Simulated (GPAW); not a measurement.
Runs of GPAW 26.7.0 on GaP. It takes space group F-43m (No. 216, cubic). The conventional cell has a = 5.451 Å, b = 5.451 Å, c = 5.451 Å, α = 90.00°, β = 90.00°, γ = 90.00°. Ga (site symmetry -43m) has 4 P at 2.36 Å as nearest neighbours. P (site symmetry -43m) has 4 Ga at 2.36 Å as nearest neighbours. 

| task | level | potentials or basis | cell | k mesh | cutoff (eV) | maxiter | optimizer | fmax | max steps | target pressure | mesh quality | gap on the mesh (eV) | V0 of scaled cells (Å³/atom) | B0 (GPa) |
| --- | --- | --- | --- | --- | --- | --- | --- | --- | --- | --- | --- | --- | --- | --- |
| relaxation of cell and atoms | PBEsol | PAW data sets generated in the run's folder for this functional, pw | relaxed to 20 GPa | 8 × 8 × 8 | 600 | 150 | BFGS | 0.02 eV/Å | 60 | 20 GPa | not flagged | 1.19 | - | - |
| equation of state | revPBE+D4 | the program's PAW data sets (release 1.2.1) made for this functional, pw | as given | 8 × 8 × 8 | 600 | 150 | - | - | - | - | not flagged | - | 20.23 | (b) |
| single point | PBE0-1/3 | GPAW PAW data sets (gpaw-data 1.2.1), pw | as given | 4 × 4 × 4 | 450 | 60 | - | - | - | - | coarse | 3.49 | - | - |
| equation of state | PBEint | PAW data sets generated in the run's folder for this functional, pw | as given | 8 × 8 × 8 | 600 | 150 | - | - | - | - | not flagged | - | (a) | 85 |

Alike in all rows: no spin polarisation; smearing fermi-dirac 0.05 eV.

Question: Fill in the values left out.

Answer: (a) 20.83; (b) 91.

Caveats: some runs use coarse meshes; the data sets keep Ga 3d, Li 1s and Be 1s frozen, and some such compounds lay over 1.5 % in volume off other programs (some runs); later steps reuse the first step's grids (some runs); exact exchange converges slowly with the k mesh, and this mesh is small (some runs); the PAW data sets were made with another functional, which shifts forces and pressure a little (some runs).

A k mesh can miss the band edges, and the runs leave out spin-orbit coupling on Ga.

Runs at the PBE level aren't shown here.
